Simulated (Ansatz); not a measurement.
## Nb under changes of volume

One of the cells (18.922 Å³/atom); the others are scaled copies at fixed shape and fractional positions:

```
Nb
1.0
     0.00000    2.11500    2.11500
     2.11500    0.00000    2.11500
     2.11500    2.11500    0.00000
Nb
1
Direct
  0.00000 0.00000 0.00000
```

This isn't the form of Nb at room conditions, which is bcc.

- Program: Ansatz 0.2.0
- Functional: HSE06
- Potentials or basis: Ansatz PAW
- Cutoff: 420 eV (not typed: the program's choice for these potentials)
- k mesh: 6 × 6 × 6
- Occupations: fermi-dirac, width 0.05 eV
- Spin: no spin polarisation

```csv
volume (Å³/atom),energy over the lowest point (meV/atom),pressure (GPa)
17.786,28.95,9.7
18.165,9.41,5.5
18.543,0.00,1.5
18.922,0.33,-2.3
19.300,9.48,-5.7
19.679,26.53,-8.8
20.057,?,?
```

**Question.** What does the run at 20.057 Å³/atom give?

**Answer.** Energy over the lowest point 50.52 meV/atom; pressure -11.6 GPa.

Worked out: A Birch-Murnaghan fit of order 3 (a polynomial in V^(-2/3)) to the other rows has its minimum at 18.72 Å³/atom with B0 = V·E''(V) = 192 GPa and B' = 3.1. It gives 51.08 meV/atom at 20.057 Å³/atom, against the run's 50.52, and -dE/dV = -11.9 GPa, against -11.6.

Energies are extrapolated to zero smearing.

Caveats: all runs use coarse meshes; the PAW data sets come from PBE, with cores solved anew for the run's functional, which leaves a small shift of forces and pressure; the thresholds are loose for stress.
